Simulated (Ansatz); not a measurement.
# W2C in Ansatz: the effect of exact exchange

The system is W2C.

```xyz
3
Lattice="3.0700 0.0000 0.0000 -1.5350 2.6587 0.0000 0.0000 0.0000 4.6784" Properties=species:S:1:pos:R:3 pbc="T T T"
W     1.5350    0.8862    1.1868
W     0.0000    1.7725    3.4917
C     0.0000    0.0000    0.0000
```

The cell comes from a database or a generator and needn't be the stable form of this composition.

Alike in all runs:

- Program: Ansatz 0.2.0
- Task: single point
- Functional: HSE06 form with a typed share of exact exchange
- Potentials or basis: Ansatz PAW
- Cutoff: 420 eV (not typed: the program's choice for these potentials)
- k mesh: 5 × 5 × 3
- Occupations: fermi-dirac, width 0.05 eV
- Spin: no spin polarisation

```csv
exact exchange,pressure (GPa),largest force (eV/Å)
0.25,-10.2,0.74
0.3,-11.9,0.82
0.4,-15.2,0.97
0.5,?,?
```

Q: What does the run with exact exchange 0.5 give?

A: Pressure -18.5 GPa; largest force 1.13 eV/Å.

Worked out: A straight line through the other rows of the pressure, of slope -33.3 GPa per unit of exact exchange, extrapolates to -18.5 GPa, against the run's -18.5. A straight line through the other rows of the largest force, of slope 1.53 eV/Å per unit of exact exchange, extrapolates to 1.12 eV/Å, against the run's 1.13.

Caveats: all runs use coarse meshes; the PAW data sets come from PBE, with cores solved anew for the run's functional, which leaves a small shift of forces and pressure; the thresholds are loose for stress; forces of over 1 eV/Å show positions far from the minimum, so gaps and moduli don't describe the material at rest (some runs).
